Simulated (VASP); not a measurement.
# Ni: intraband terms of a metal's spectrum

Ni, P6_3/mmc (no. 194), 2 atoms in the cell. PBE, independent-particle dielectric function; PAW potentials Ni (PBE set).

## Input

INCAR.step1:
```
SYSTEM = Ni
PREC = Accurate
ENCUT = 320
ISMEAR = 1
SIGMA = 0.1
EDIFF = 1E-7
LASPH = .True.
KPAR = 4
LWAVE = .False.
LCHARG = .True.
ISPIN = 2
MAGMOM = 1 1
LMAXMIX = 4
```

INCAR.step2:
```
SYSTEM = Ni
PREC = Accurate
ENCUT = 320
ISMEAR = 0
SIGMA = 0.3
EDIFF = 1E-6
LASPH = .True.
KPAR = 4
LWAVE = .True.
LCHARG = .False.
ISPIN = 2
MAGMOM = 1 1
LMAXMIX = 4
ICHARG = 11
NBANDS = 28
NEDOS = 3000
OMEGAMAX = 30
CSHIFT = 0.1
```

INCAR.step3, as INCAR.step2 but for:
```
- LWAVE = .True.
+ LWAVE = .False.
+ LOPTICS = .True.
+ ALGO = None
+ NELM = 1
+ ISTART = 1
```

INCAR.step4, as INCAR.step3 but for:
```
+ WPLASMAI = 0.03
```

INCAR.step5 to INCAR.step6 change the same tag again: WPLASMAI = 0.1, 0.3.

INCAR.step7, as INCAR.step6 but for:
```
- WPLASMAI = 0.3
+ RTIME = 1
```

INCAR.step8, as INCAR.step7 but for:
```
- RTIME = 1
+ RTIME = 20
```

INCAR.step9, as INCAR.step8 but for:
```
- RTIME = 20
+ LNABLA = .True.
```

INCAR.step10, as INCAR.step9 but for:
```
- ISMEAR = 0
- LNABLA = .True.
+ ISMEAR = -5
```

KPOINTS.step1:
```
k-points
0
Gamma
  12 12 7
```

KPOINTS.step2:
```
k-points
0
Gamma
  14 14 8
```

POSCAR:
```
Ni
1.0
    2.4480228978      0.0000000000      0.0000000000
   -1.2240114489      2.1200500186      0.0000000000
    0.0000000000      0.0000000000      4.0728075700
Ni
2
Direct
    0.6666666667      0.3333333333      0.7500000000
    0.3333333333      0.6666666667      0.2500000000
```

Commands (each step's output is kept before the next begins):
```
cat potpaw_PBE.64/Ni/POTCAR > POTCAR
cp INCAR.step1 INCAR
cp KPOINTS.step1 KPOINTS
mpirun -np 4 vasp_std > vasp.out
cp INCAR.step2 INCAR
cp KPOINTS.step2 KPOINTS
mpirun -np 4 vasp_std > vasp.out
cp INCAR.step3 INCAR
mpirun -np 4 vasp_std > vasp.out
cp INCAR.step4 INCAR
mpirun -np 4 vasp_std > vasp.out
cp INCAR.step5 INCAR
mpirun -np 4 vasp_std > vasp.out
cp INCAR.step6 INCAR
mpirun -np 4 vasp_std > vasp.out
cp INCAR.step7 INCAR
mpirun -np 4 vasp_std > vasp.out
cp INCAR.step8 INCAR
mpirun -np 4 vasp_std > vasp.out
cp INCAR.step9 INCAR
mpirun -np 4 vasp_std > vasp.out
cp INCAR.step10 INCAR
mpirun -np 4 vasp_std > vasp.out
```

## Result

- Bands: 28

One ground state, settings moved in the last step alone:

| Settings | Plasma frequency (eV) | Im ε at 0.5 eV | Im ε at 1 eV | Im ε at 2 eV | Im ε at 4 eV | Time (s) |
|---|---|---|---|---|---|---|
| interband part alone | 6.79 | 60.2 | 40.0 | 20.7 | 5.6 | 19 |
| Drude term, WPLASMAI 0.03 | 6.79 | 71.2 | 41.4 | 20.9 | 5.6 | 18 |
| Drude term, WPLASMAI 0.1 | 6.79 | 95.6 | 44.5 | 21.3 | 5.7 | 17 |
| Drude term, WPLASMAI 0.3 | 6.79 | 141.4 | 52.6 | 22.4 | 5.8 | 18 |
| relaxation time RTIME 1 fs | 6.79 | 148.9 | 61.1 | 24.1 | 6.1 | 17 |
| relaxation time RTIME 20 fs | 6.79 | 72.2 | 41.5 | 20.9 | 5.6 | 15 |
| transversal form (LNABLA) | 5.59 | 11.9 | 11.3 | 8.4 | 3.9 | 16 |
| tetrahedron method | – | – | – | – | – | no result |

VASP 6.6.1 took 156 s on 4 cores (AMD EPYC 7R43 (Zen 3)), a shared host.
